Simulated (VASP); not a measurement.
# InSb (F-43m) in VASP: notebook

One crystal, InSb, is run at these levels: PBE; tasks: single point.

Program: VASP 6.6.1. These are calculated values, not measurements. Logs are shortened: lines on timing, memory, paths and dates and some standing lists are left out, and cuts for length are marked.

**Experimental background.**

From “Electronic Structure and Epitaxy of CdTe Shells on InSb Nanowires”, 2021, arxiv:2111.05126, for a bulk crystal of InSb: band gap 0.24 eV.

The runs below are set against these values where they give the same quantity.

**1. Starting point**

It takes space group F-43m (No. 216, cubic). Conventional cell: a = 6.478 Å, b = 6.478 Å, c = 6.478 Å, α = 90.00°, β = 90.00°, γ = 90.00°. In (site symmetry -43m) has 4 Sb at 2.81 Å as nearest neighbours. Around Sb (site symmetry -43m) lie 4 In at 2.81 Å.

**2. Single point, PBE**

File INCAR:

```
SYSTEM = InSb
ALGO = Normal ; EDIFF = 1E-7
ENCUT = 520 ; GGA = PE
ISIF = 2 ; ISMEAR = 0
LASPH = .TRUE. ; LCHARG = .FALSE.
LREAL = .FALSE. ; LWAVE = .FALSE.
NBANDS = 16 ; NELM = 80
PREC = Accurate ; SIGMA = 0.02
```

File KPOINTS:

```
k-points
0
G
  10 10 10
  0 0 0
```

File POSCAR:

```
InSb
1.0
    0.0000000000      3.2391000000      3.2391000000
    3.2391000000      0.0000000000      3.2391000000
    3.2391000000      3.2391000000      0.0000000000
In Sb
1 1
Direct
    0.0000000000      0.0000000000      0.0000000000
    0.2500000000      0.2500000000      0.2500000000
```

Potentials or basis: VASP PAW PBE potentials, release 64 (In_d, Sb).

The run is started by

```bash
> cat potpaw_PBE.64/In_d/POTCAR potpaw_PBE.64/Sb/POTCAR > POTCAR
> mpirun -np 1 vasp_std > vasp.out
```

OUTCAR:

```text
SYSTEM = InSb
   EDIFF = 1E-7
   ENCUT = 520
   GGA = PE
   ISIF = 2
   ISMEAR = 0
   LASPH = .TRUE.
   LREAL = .FALSE.
   NELM = 80
   PREC = Accurate

 ion  position               nearest neighbor table
   1  0.000  0.000  0.000-   2 2.81   2 2.81   2 2.81   2 2.81
   2  0.250  0.250  0.250-   1 2.81   1 2.81   1 2.81   1 2.81

  LATTYP: Found a face centered cubic cell.
 ALAT       =     6.4782000000

  Lattice vectors:

 A1 = (   0.0000000000,   3.2391000000,   3.2391000000)
 A2 = (   3.2391000000,   0.0000000000,   3.2391000000)
 A3 = (   3.2391000000,   3.2391000000,   0.0000000000)

Analysis of symmetry for initial positions (statically):
=====================================================================
 Subroutine PRICEL returns:
 Original cell was already a primitive cell.

 Routine SETGRP: Setting up the symmetry group for a
 face centered cubic supercell.

 Subroutine GETGRP returns: Found 24 space group operations
 (whereof 24 operations were pure point group operations)
 out of a pool of 48 trial point group operations.

The static configuration has the point symmetry T_d .

Analysis of symmetry for dynamics (positions and initial velocities):
=====================================================================
 Subroutine PRICEL returns:
 Original cell was already a primitive cell.

 Routine SETGRP: Setting up the symmetry group for a
 face centered cubic supercell.

 Subroutine GETGRP returns: Found 24 space group operations
 (whereof 24 operations were pure point group operations)
 out of a pool of 48 trial point group operations.

The dynamic configuration has the point symmetry T_d .

 Subroutine INISYM returns: Found 24 space group operations
 (whereof 24 operations are pure point group operations),
 and found     1 'primitive' translations

----------------------------------------------------------------------------------------

                                     Primitive cell

  volume of cell :      67.9678

  direct lattice vectors                    reciprocal lattice vectors
     0.000000000  3.239100000  3.239100000    -0.154363867  0.154363867  0.154363867
     3.239100000  0.000000000  3.239100000     0.154363867 -0.154363867  0.154363867
     3.239100000  3.239100000  0.000000000     0.154363867  0.154363867 -0.154363867

  length of vectors
     4.580779150  4.580779150  4.580779150     0.267366060  0.267366060  0.267366060

  position of ions in fractional coordinates (direct lattice)
     0.000000000  0.000000000  0.000000000
     0.250000000  0.250000000  0.250000000

  ion indices of the primitive-cell ions
   primitive index   ion index
                 1           1
                 2           2

----------------------------------------------------------------------------------------

 KPOINTS: k-points

Automatic generation of k-mesh.
 Grid dimensions read from file:
 generate k-points for:   10   10   10

 Generating k-lattice:

  Cartesian coordinates                     Fractional coordinates (reciprocal lattice)
    -0.015436387  0.015436387  0.015436387     0.100000000  0.000000000  0.000000000
     0.015436387 -0.015436387  0.015436387     0.000000000  0.100000000  0.000000000
     0.015436387  0.015436387 -0.015436387     0.000000000  0.000000000  0.100000000

  Length of vectors
     0.026736606  0.026736606  0.026736606

  Shift w.r.t. Gamma in fractional coordinates (k-lattice)
     0.000000000  0.000000000  0.000000000

 Subroutine IBZKPT returns following result:
 ===========================================

 Found     47 irreducible k-points:

 Following reciprocal coordinates:
            Coordinates               Weight
  0.000000  0.000000  0.000000      1.000000
  0.100000  0.000000  0.000000      8.000000
  0.200000  0.000000  0.000000      8.000000
  0.300000  0.000000  0.000000      8.000000
  0.400000  0.000000  0.000000      8.000000
  0.500000  0.000000  0.000000      4.000000
[... 16 lines left out ...]
  0.300000  0.300000  0.000000      6.000000
  0.400000  0.300000  0.000000     24.000000
 [... further k-points ...]
   k-points           NKPTS =     47   k-points in BZ     NKDIM =     47   number of bands    NBANDS=     16
   number of dos      NEDOS =    301   number of ions     NIONS =      2
   total plane-waves  NPLWV =  46656
   dimension x,y,z NGX =    36 NGY =   36 NGZ =   36
   dimension x,y,z NGXF=    72 NGYF=   72 NGZF=   72
   ions per type =               1   1
   NGX,Y,Z   is equivalent  to a cutoff of  13.07, 13.07, 13.07 a.u.
   NGXF,Y,Z  is equivalent  to a cutoff of  26.13, 26.13, 26.13 a.u.
 SYSTEM =  InSb
   PREC   = accura    normal or accurate (medium, high low for compatibility)
   ISTART =      0    job   : 0-new  1-cont  2-samecut
   ICHARG =      2    charge: 1-file 2-atom 10-const
   ISPIN  =      1    spin polarized calculation?
   LNONCOLLINEAR =      F non collinear calculations
   LSORBIT =      F    spin-orbit coupling
   LASPH  =      T    aspherical Exc in radial PAW
   ENCUT  =  520.0 eV  38.22 Ry    6.18 a.u.   8.52  8.52  8.52*2*pi/ulx,y,z
   NELM   =     80;   NELMIN=  2; NELMDL= -5     # of ELM steps
   EDIFF  = 0.1E-06   stopping-criterion for ELM
   LREAL  =      F    real-space projection
   EDIFFG = 0.1E-05   stopping-criterion for IOM
   NSW    =      0    number of steps for IOM
   IBRION =     -1    ionic relax: 0-MD 1-quasi-New 2-CG
   NFREE  =      0    steps in history (QN), initial steepest desc. (CG)
   ISIF   =      2    stress and relaxation
   ISYM   =      2    0-nonsym 1-usesym 2-fastsym
   POTIM  = 0.5000    time-step for ionic-motion
   TEBEG  =    0.0;   TEEND  =   0.0 temperature during run
   PSTRESS=    0.0 pullay stress
   NELECT =      18.0000    total number of electrons
   NUPDOWN=      -1.0000    fix difference up-down
   EMIN   =  10.00;   EMAX   =-10.00  energy-range for DOS
   EFERMI =   0.00;   METHOD = LEGACY
   ISMEAR =     0;   SIGMA  =   0.02  broadening in eV -4-tet -1-fermi 0-gaus
   EFERMI_NEDOS =   21; number of points for ismear=-14 and -15
   IALGO  =     38    algorithm
   IMIX   =      4    mixing-type and parameters
     AMIX     =   0.40;   BMIX     =  1.00
     AMIX_MAG =   1.60;   BMIX_MAG =  1.00
  volume/ion in A,a.u.               =      33.98       229.33
  Fermi-wavevector in a.u.,A,eV,Ry     =   1.051311  1.986690 15.037912  1.105255
  Thomas-Fermi vector in A             =   2.186349
   LORBIT       =      0    0 simple, 1 ext, 2 COOP (PROOUT), +10 PAW based schemes
   GGA     = PE    functional components
   LHFCALC =     F    Hartree Fock is set to
   AEXX    =    0.0000 exact exchange contribution
   IVDW    =     0    specifies the selected vdW correction
   LEPSILON=     F    determine dielectric tensor
   LRPA    =     F    only Hartree local field effects (RPA)
 non-spin polarized calculation
 Gauss-broadening in eV      SIGMA  =   0.02
  energy-cutoff  :      520.00
  volume of cell :       67.97
 maximum number of plane-waves:      1853
 NGX is ok and might be reduce to    36
   NGX = 17   NGY = 17   NGZ = 17

 number of electron      17.9999993 magnetization

 Free energy of the ion-electron system (eV)
  ---------------------------------------------------
  ext. energy  EPLUGINS =         0.00000000
  ---------------------------------------------------
  free energy    TOTEN  =        -6.90576734 eV

  energy without entropy =       -6.90573649  energy(sigma->0) =       -6.90575192

 E-fermi :   5.1156     XC(G=0):  -8.6873

 val. band max:        5.1094815563   @ k =   0.0000   0.0000   0.0000
 cond. band min:       5.6480692268   @ k =   0.5000   0.0000   0.0000
 fundamental gap:      0.5385876705
 Fermi energy:         5.1155728290

 k-point     1 :       0.0000    0.0000    0.0000
  band No.  band energies     occupation
      1      -9.4971      2.00000
      2      -9.4971      2.00000
      3      -9.4971      2.00000
      4      -9.4118      2.00000
      5      -9.4118      2.00000
      6      -5.6107      2.00000
[... 8 lines left out ...]
     15      13.3902      0.00000
     16      13.3902      0.00000

 k-point     2 :       0.1000    0.0000    0.0000
  band No.  band energies     occupation
      1      -9.5018      2.00000
      2      -9.4950      2.00000
      3      -9.4950      2.00000
      4      -9.4120      2.00000
      5      -9.4120      2.00000
      6      -5.5196      2.00000
[... 8 lines left out ...]
     15      12.7512      0.00000
     16      12.7512      0.00000

 k-point     3 :       0.2000    0.0000    0.0000
  band No.  band energies     occupation
      1      -9.5138      2.00000
      2      -9.4897      2.00000
      3      -9.4897      2.00000
      4      -9.4122      2.00000
      5      -9.4122      2.00000
      6      -5.2565      2.00000
[... 8 lines left out ...]
     15      12.3612      0.00000
     16      12.3612      0.00000

 k-point     4 :       0.3000    0.0000    0.0000
  band No.  band energies     occupation
      1      -9.5284      2.00000
      2      -9.4838      2.00000
      3      -9.4838      2.00000
      4      -9.4117      2.00000
      5      -9.4117      2.00000
      6      -4.8620      2.00000
[... 8 lines left out ...]
     15      12.6147      0.00000
     16      12.6147      0.00000
[... 324 lines left out ...]
 k-point    22 :      -0.2000    0.2000    0.0000
  band No.  band energies     occupation
      1      -9.5344      2.00000
      2      -9.4813      2.00000
      3      -9.4784      2.00000
      4      -9.4146      2.00000
      5      -9.4108      2.00000
      6      -4.7232      2.00000
[... 8 lines left out ...]
     15      13.4506      0.00000
     16      13.9693      0.00000

 k-point    23 :       0.3000    0.3000    0.0000
  band No.  band energies     occupation
      1      -9.5515      2.00000
      2      -9.4685      2.00000
      3      -9.4685      2.00000
      4      -9.4238      2.00000
      5      -9.4059      2.00000
      6      -4.5900      2.00000
[... 8 lines left out ...]
     15      14.2786      0.00000
     16      14.8009      0.00000

 k-point    24 :       0.4000    0.3000    0.0000
  band No.  band energies     occupation
      1      -9.5606      2.00000
      2      -9.4640      2.00000
      3      -9.4631      2.00000
      4      -9.4255      2.00000
      5      -9.4052      2.00000
      6      -4.2427      2.00000
[... 8 lines left out ...]
     15      14.7240      0.00000
     16      15.2066      0.00000

 [... further k-points ...]

------------------------ aborting loop because EDIFF is reached ----------------------------------------

  FORCE on cell =-STRESS in cart. coord.  units (eV):
  Direction    XX          YY          ZZ          XY          YZ          ZX
  --------------------------------------------------------------------------------------
  -------------------------------------------------------------------------------------
  Total        1.3247427      1.3247427      1.3247427      0.0000000      0.0000000      0.0000000
  in kB       31.2276321     31.2276321     31.2276321      0.0000000      0.0000000      0.0000000
  external PRESSURE =      31.2276321 kB  Pullay stress =       0.0000000 kB

 VOLUME and BASIS-vectors are now :
 -----------------------------------------------------------------------------
  energy-cutoff  :      520.00
  volume of cell :       67.97
      direct lattice vectors                 reciprocal lattice vectors
     0.000000000  3.239100000  3.239100000    -0.154363867  0.154363867  0.154363867
     3.239100000  0.000000000  3.239100000     0.154363867 -0.154363867  0.154363867
     3.239100000  3.239100000  0.000000000     0.154363867  0.154363867 -0.154363867

 POSITION                                       TOTAL-FORCE (eV/Angst)
 -----------------------------------------------------------------------------------
      0.00000      0.00000      0.00000        -0.000000      0.000000      0.000000
      1.61955      1.61955      1.61955         0.000000     -0.000000     -0.000000
 -----------------------------------------------------------------------------------
    total drift:                               -0.000000     -0.000000     -0.000000

  FREE ENERGIE OF THE ION-ELECTRON SYSTEM (eV)
  ---------------------------------------------------
  free  energy   TOTEN  =        -6.9057673421 eV

  energy  without entropy=       -6.9057364896  energy(sigma->0) =       -6.90575192
```

Run time: 25 s. Hardware: 1 thread of Intel Xeon 6975P-C (Granite Rapids), shared host; peak memory 0.23 GiB.

What came out:

* Free energy: -6.9058 eV
* Pressure: 3.1 GPa
* Band gap on the k mesh: none (metal or under the smearing width)

Caveat: this crystal is a semiconductor, whose small gap the functional closes, so the metal is an error of the method.

**3. Single point, PBE**

INCAR is that of step 2.

File KPOINTS:

```
k-points
0
G
  12 12 12
  0 0 0
```

POSCAR is that of step 2.

Potentials or basis: VASP PAW PBE potentials, release 64 (In_d, Sb).

The run is started by

```bash
> cat potpaw_PBE.64/In_d/POTCAR potpaw_PBE.64/Sb/POTCAR > POTCAR
> mpirun -np 1 vasp_std > vasp.out
```

OUTCAR:

```text
SYSTEM = InSb
   EDIFF = 1E-7
   ENCUT = 520
   GGA = PE
   ISIF = 2
   ISMEAR = 0
   LASPH = .TRUE.
   LREAL = .FALSE.
   NELM = 80
   PREC = Accurate

 ion  position               nearest neighbor table
   1  0.000  0.000  0.000-   2 2.81   2 2.81   2 2.81   2 2.81
   2  0.250  0.250  0.250-   1 2.81   1 2.81   1 2.81   1 2.81

  LATTYP: Found a face centered cubic cell.
 ALAT       =     6.4782000000

  Lattice vectors:

 A1 = (   0.0000000000,   3.2391000000,   3.2391000000)
 A2 = (   3.2391000000,   0.0000000000,   3.2391000000)
 A3 = (   3.2391000000,   3.2391000000,   0.0000000000)

Analysis of symmetry for initial positions (statically):
=====================================================================
 Subroutine PRICEL returns:
 Original cell was already a primitive cell.

 Routine SETGRP: Setting up the symmetry group for a
 face centered cubic supercell.

 Subroutine GETGRP returns: Found 24 space group operations
 (whereof 24 operations were pure point group operations)
 out of a pool of 48 trial point group operations.

The static configuration has the point symmetry T_d .

Analysis of symmetry for dynamics (positions and initial velocities):
[... 164 lines left out ...]
 cond. band min:       5.6478041461   @ k =   0.5000   0.0000   0.0000
 fundamental gap:      0.5387516941
 Fermi energy:         5.1151437241

 k-point     1 :       0.0000    0.0000    0.0000
  band No.  band energies     occupation
      1      -9.4972      2.00000
      2      -9.4972      2.00000
      3      -9.4972      2.00000
      4      -9.4118      2.00000
      5      -9.4118      2.00000
      6      -5.6112      2.00000
[... 433 lines left out ...]
      3      -9.4724      2.00000
      4      -9.4134      2.00000
      5      -9.4108      2.00000
      6      -4.0892      2.00000
[... 8 lines left out ...]
     15      13.3597      0.00000
     16      13.6832      0.00000

 [... further k-points ...]

------------------------ aborting loop because EDIFF is reached ----------------------------------------

  FORCE on cell =-STRESS in cart. coord.  units (eV):
  Direction    XX          YY          ZZ          XY          YZ          ZX
  --------------------------------------------------------------------------------------
  -------------------------------------------------------------------------------------
  Total        1.3230124      1.3230124      1.3230124      0.0000000      0.0000000      0.0000000
  in kB       31.1868455     31.1868455     31.1868455      0.0000000      0.0000000      0.0000000
  external PRESSURE =      31.1868455 kB  Pullay stress =       0.0000000 kB

 VOLUME and BASIS-vectors are now :
 -----------------------------------------------------------------------------
  energy-cutoff  :      520.00
  volume of cell :       67.97
      direct lattice vectors                 reciprocal lattice vectors
     0.000000000  3.239100000  3.239100000    -0.154363867  0.154363867  0.154363867
     3.239100000  0.000000000  3.239100000     0.154363867 -0.154363867  0.154363867
     3.239100000  3.239100000  0.000000000     0.154363867  0.154363867 -0.154363867

 POSITION                                       TOTAL-FORCE (eV/Angst)
 -----------------------------------------------------------------------------------
      0.00000      0.00000      0.00000        -0.000000     -0.000000      0.000000
      1.61955      1.61955      1.61955         0.000000      0.000000     -0.000000
 -----------------------------------------------------------------------------------
    total drift:                               -0.000000     -0.000000     -0.000000

  FREE ENERGIE OF THE ION-ELECTRON SYSTEM (eV)
  ---------------------------------------------------
  free  energy   TOTEN  =        -6.9067783151 eV

  energy  without entropy=       -6.9067604606  energy(sigma->0) =       -6.90676939
```

OSZICAR:

```text
N       E                     dE             d eps       ncg     rms          rms(c)
DAV:   1     0.112000416574E+03    0.11200E+03   -0.80229E+03  2304   0.112E+03
DAV:   2     0.185122906757E+00   -0.11182E+03   -0.10807E+03  2600   0.281E+02
DAV:   3    -0.681192296178E+01   -0.69970E+01   -0.69768E+01  2896   0.721E+01
DAV:   4    -0.700669873522E+01   -0.19478E+00   -0.19474E+00  2896   0.138E+01
DAV:   5    -0.701693296640E+01   -0.10234E-01   -0.10234E-01  3440   0.260E+00    0.418E+00
DAV:   6    -0.691896342106E+01    0.97970E-01   -0.15209E-01  3336   0.598E+00    0.243E+00
DAV:   7    -0.690507208975E+01    0.13891E-01   -0.69745E-02  3104   0.247E+00    0.624E-01
DAV:   8    -0.690604623137E+01   -0.97414E-03   -0.77066E-03  3104   0.102E+00    0.263E-01
DAV:   9    -0.690669354520E+01   -0.64731E-03   -0.95604E-04  2776   0.263E-01    0.751E-02
DAV:  10    -0.690673450747E+01   -0.40962E-04   -0.46387E-05  3176   0.449E-02    0.377E-02
DAV:  11    -0.690677669875E+01   -0.42191E-04   -0.74454E-05  2656   0.539E-02    0.237E-02
DAV:  12    -0.690677812888E+01   -0.14301E-05   -0.12548E-06  2960   0.722E-03    0.634E-03
DAV:  13    -0.690677843176E+01   -0.30287E-06   -0.13495E-06  2736   0.743E-03    0.349E-03
DAV:  14    -0.690677828729E+01    0.14447E-06   -0.35842E-08  2584   0.115E-03    0.107E-03
DAV:  15    -0.690677831506E+01   -0.27773E-07   -0.12375E-08  1848   0.983E-04
   1 F= -.69067783E+01 E0= -.69067694E+01  d E =-.178544E-04
```

It took 36 s on 1 thread of Intel Xeon 6975P-C (Granite Rapids), shared host; peak memory 0.25 GiB.

What came out:

* Free energy: -6.9068 eV
* Pressure: 3.1 GPa
* Band gap on the k mesh: none (metal or under the smearing width)

Caveat: this crystal is a semiconductor, whose small gap the functional closes, so the metal is an error of the method. Spin-orbit coupling is left out, which matters for the levels of Sb.

**4. How close it comes**

Step 2. A measured gap of InSb is 0.24 eV (quoted in “Electronic Structure and Epitaxy of CdTe Shells on InSb Nanowires”, 2021, arxiv:2111.05126); the calculated 0.00 eV misses it by -0.24 eV. Spin-orbit coupling on In, Sb is left out. The value is that of PBE on a finite k mesh, which can miss the band edges, without temperature or zero-point motion. Semilocal functionals fall short of measured gaps as a rule.

Step 3. A measured gap of InSb is 0.24 eV (quoted in “Electronic Structure and Epitaxy of CdTe Shells on InSb Nanowires”, 2021, arxiv:2111.05126); the calculated 0.00 eV misses it by -0.24 eV. Spin-orbit coupling on In, Sb is left out. The value is that of PBE on a finite k mesh, which can miss the band edges, without temperature or zero-point motion. Semilocal functionals fall short of measured gaps as a rule.
